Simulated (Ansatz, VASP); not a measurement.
# Two plane-wave programs on Ag

File INCAR:

```
SYSTEM = Ag
ALGO     = Fast           ! electronic algorithm
EDIFF    = 1E-6           ! SCF threshold, eV
ENCUT    = 520            ! plane-wave cutoff, eV
GGA      = PE             ! functional
ISIF     = 2              ! what is computed and relaxed
ISMEAR   = 0              ! smearing method
LASPH    = .True.         ! aspherical terms in the spheres
LCHARG   = .False.        ! write CHGCAR
LREAL    = .False.        ! projectors in reciprocal space
LWAVE    = .False.        ! write WAVECAR
NBANDS   = 12             ! bands
NELM     = 100            ! most SCF steps
PREC     = Accurate       ! precision mode
SIGMA    = 0.15           ! smearing width, eV
```

File KPOINTS:

```
k-points
0
Gamma
  24 24 24
  0 0 0
```

File POSCAR:

```
Ag
1.0
    0.0000000000      1.7625563442      2.0735956990
    1.7625563442      0.0000000000      2.0735956990
    1.7625563442      1.7625563442      0.0000000000
Ag
1
Direct
    0.0000000000      0.0000000000      0.0000000000
```

Input for Ansatz:

```yaml
crystal:
  lattice:
    - [0.0, 1.7625563442, 2.073595699]
    - [1.7625563442, 0.0, 2.073595699]
    - [1.7625563442, 1.7625563442, 0.0]
  atoms:
    - { symbol: Ag, position: [0.0, 0.0, 0.0] }
basis:
  ecutwfc: 420
kpoints:
  mp_grid: { grid: [24, 24, 24] }
hamiltonian:
  xc: pbe
scf:
  occupations: { method: gaussian, width: 0.15 }
output:
  forces: true
  stress: true
  eigenvalues: true
```

Change from the starting cell: strain -0.1500 x Voigt [1, 1, 0, 0, 0, 0], atoms carried along.

Alike in both runs: task single point; functional PBE; k mesh 24 × 24 × 24; occupations gaussian, width 0.15 eV; no spin polarisation.

|  | VASP | Ansatz |
| --- | --- | --- |
| version | VASP 6.6.1 | Ansatz 0.2.0 |
| potentials or method | VASP PAW PBE potentials, release 64 (Ag) | scalar-relativistic, plane waves, PAW |
| plane-wave cutoff (eV) | 520 | 420 |
| valence electrons in the cell | 11 | 19 |

|  | VASP | Ansatz | Ansatz less VASP |
| --- | --- | --- | --- |
| gap on the k mesh at the Fermi level (eV) | none | none | - |
| pressure (GPa) | 77.5 | 78.3 | +0.81 |
| largest component of the traceless stress (GPa) | 19.63 | 19.88 | +0.250 |

A gap of «none» marks a metal or a gap that the smearing closes. The two sets of potentials don't hold the same shells in valence.

Caveats: the cell as given lies far from equilibrium; so large a pressure means that the cell lies far from this level's equilibrium, or that cutoff or potentials fall short (VASP).
